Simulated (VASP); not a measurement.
# C (Fd-3m) in VASP: further runs, part 2 of 2

VASP 6.6.1. Earlier steps stand in the parts before.

**3. Relaxation of cell and atoms, PBE**

The input, INCAR:

```
PREC = Accurate
ENCUT = 520
EDIFF = 1E-7
ISMEAR = 0
SIGMA = 0.02
LREAL = F
LASPH = T
NELM = 60
ALGO = Fast
ISIF = 3
LWAVE = F
LCHARG = F
GGA = PE
IBRION = 2
NSW = 80
EDIFFG = -0.15
```

The input, KPOINTS:

```
regular mesh
0
Gamma
  14 14 14
```

The input, POSCAR:

```
C                                       
1.0
    0.0000000000      1.7833700000      1.7833700000
    1.7833700000      0.0000000000      1.7833700000
    1.7833700000      1.7833700000      0.0000000000
  C             
     2
Direct
     0.0000000000000000    0.0000000000000000    0.0000000000000000
     0.2500000000000000    0.2500000000000000    0.2500000000000000
```

Potentials or basis: VASP PAW PBE potentials, release 64 (C).

Launch:

```bash
$ cat potpaw_PBE.64/C/POTCAR > POTCAR
$ mpirun -np 1 vasp_std > vasp.out
```

OUTCAR:

```text
PREC = Accurate
   ENCUT = 520
   EDIFF = 1E-7
   ISMEAR = 0
   LREAL = F
   LASPH = T
   NELM = 60
   ISIF = 3
   GGA = PE
   IBRION = 2
   NSW = 80
   EDIFFG = -0.15

 ion  position               nearest neighbor table
   1  0.000  0.000  0.000-   2 1.54   2 1.54   2 1.54   2 1.54
   2  0.250  0.250  0.250-   1 1.54   1 1.54   1 1.54   1 1.54

  LATTYP: Found a face centered cubic cell.
 ALAT       =     3.5667400000

  Lattice vectors:

 A1 = (   0.0000000000,   1.7833700000,   1.7833700000)
 A2 = (   1.7833700000,   0.0000000000,   1.7833700000)
 A3 = (   1.7833700000,   1.7833700000,   0.0000000000)

Analysis of symmetry for initial positions (statically):
=====================================================================
 Subroutine PRICEL returns:
 Original cell was already a primitive cell.

 Routine SETGRP: Setting up the symmetry group for a
 face centered cubic supercell.

 Subroutine GETGRP returns: Found 48 space group operations
 (whereof 24 operations were pure point group operations)
 out of a pool of 48 trial point group operations.

The static configuration has the point symmetry T_d .
[... 174 lines left out ...]
  band No.  band energies     occupation
      1     -11.7473      2.00000
      2       9.7301      2.00000
      3       9.7301      2.00000
      4       9.7301      2.00000
      5      15.3200      0.00000
      6      15.3200      0.00000
      7      15.3200      0.00000
      8      23.0621      0.00000
[... 243 lines left out ...]
 k-point    24 :       0.2857    0.1429    0.0000
  band No.  band energies     occupation
      1      -9.6953      2.00000
      2       3.7109      2.00000
      3       6.4125      2.00000
      4       7.1347      2.00000
      5      15.6459      0.00000
      6      19.7021      0.00000
      7      19.8024      0.00000
      8      22.1199      0.00000

 [... further k-points ...]

------------------------ aborting loop because EDIFF is reached ----------------------------------------

  FORCE on cell =-STRESS in cart. coord.  units (eV):
  Direction    XX          YY          ZZ          XY          YZ          ZX
  --------------------------------------------------------------------------------------
  -------------------------------------------------------------------------------------
  Total        0.1738024      0.1738024      0.1738024      0.0000000     -0.0000000     -0.0000000
  in kB       24.5477600     24.5477600     24.5477600      0.0000000     -0.0000000     -0.0000000
  external PRESSURE =      24.5477600 kB  Pullay stress =       0.0000000 kB

 VOLUME and BASIS-vectors are now :
 -----------------------------------------------------------------------------
  energy-cutoff  :      520.00
  volume of cell :       11.34
      direct lattice vectors                 reciprocal lattice vectors
     0.000000000  1.783370000  1.783370000    -0.280368067  0.280368067  0.280368067
     1.783370000  0.000000000  1.783370000     0.280368067 -0.280368067  0.280368067
     1.783370000  1.783370000  0.000000000     0.280368067  0.280368067 -0.280368067

 POSITION                                       TOTAL-FORCE (eV/Angst)
 -----------------------------------------------------------------------------------
      0.00000      0.00000      0.00000        -0.000000     -0.000000     -0.000000
      0.89168      0.89168      0.89168         0.000000      0.000000      0.000000
 -----------------------------------------------------------------------------------
    total drift:                                0.000000      0.000000      0.000000

  FREE ENERGIE OF THE ION-ELECTRON SYSTEM (eV)
  ---------------------------------------------------
  free  energy   TOTEN  =       -18.1852689871 eV

  energy  without entropy=      -18.1852689871  energy(sigma->0) =      -18.18526899

 reached required accuracy - stopping structural energy minimisation
```

OSZICAR:

```text
N       E                     dE             d eps       ncg     rms          rms(c)
DAV:   1    -0.713519649090E+00   -0.71352E+00   -0.50656E+03  1744   0.984E+02
DAV:   2    -0.187028590405E+02   -0.17989E+02   -0.17062E+02  2576   0.109E+02
DAV:   3    -0.188239407420E+02   -0.12108E+00   -0.12108E+00  1864   0.116E+01
DAV:   4    -0.188241145538E+02   -0.17381E-03   -0.17381E-03  2280   0.450E-01
DAV:   5    -0.188241146789E+02   -0.12515E-06   -0.12515E-06  1840   0.742E-03    0.556E+00
RMM:   6    -0.183428715936E+02    0.48124E+00   -0.27694E-01  1664   0.468E+00    0.329E+00
RMM:   7    -0.181813367959E+02    0.16153E+00   -0.42842E-01  1664   0.619E+00    0.727E-01
RMM:   8    -0.181850327109E+02   -0.36959E-02   -0.22723E-02  1664   0.179E+00    0.116E-01
RMM:   9    -0.181852389080E+02   -0.20620E-03   -0.35401E-03  1664   0.649E-01    0.508E-02
RMM:  10    -0.181852648568E+02   -0.25949E-04   -0.40305E-04  1664   0.223E-01    0.207E-02
RMM:  11    -0.181852678361E+02   -0.29793E-05   -0.57740E-05  1664   0.839E-02    0.524E-03
RMM:  12    -0.181852688766E+02   -0.10405E-05   -0.77357E-06  1664   0.325E-02    0.594E-03
RMM:  13    -0.181852690915E+02   -0.21494E-06   -0.59397E-07  1644   0.868E-03    0.219E-03
RMM:  14    -0.181852689698E+02    0.12176E-06   -0.68034E-08  1238   0.307E-03    0.105E-03
RMM:  15    -0.181852689871E+02   -0.17311E-07   -0.75818E-09  1156   0.985E-04
   1 F= -.18185269E+02 E0= -.18185269E+02  d E =-.181853E+02
```

CONTCAR:

```text
C
   1.00000000000000
     0.0000000000000000    1.7833699999999999    1.7833699999999999
     1.7833699999999999    0.0000000000000000    1.7833699999999999
     1.7833699999999999    1.7833699999999999    0.0000000000000000
  C
     2
Direct
     0.0000000000000000    0.0000000000000000    0.0000000000000000
     0.2500000000000000    0.2500000000000000    0.2500000000000000

  0.00000000E+00  0.00000000E+00  0.00000000E+00
  0.00000000E+00  0.00000000E+00  0.00000000E+00
```

Run time: 8.4 s. Hardware: 1 thread of AMD EPYC 9R14 (Zen 4), shared host; peak memory 0.09 GiB.

Results:

```
Free energy             : -18.1853 eV
Pressure after relaxing : 2.5 GPa
Band gap on the k mesh  : 4.13 eV, indirect (least direct gap 5.59 eV)
```

Final structure:
```
CELL_PARAMETERS angstrom
0.00000 1.78337 1.78337
1.78337 0.00000 1.78337
1.78337 1.78337 0.00000
ATOMIC_POSITIONS crystal
C 0.00000 0.00000 0.00000
C 0.25000 0.25000 0.25000
```

Caveat: the relaxation stopped at its first step, so nothing moved. A k mesh can miss the band edges.
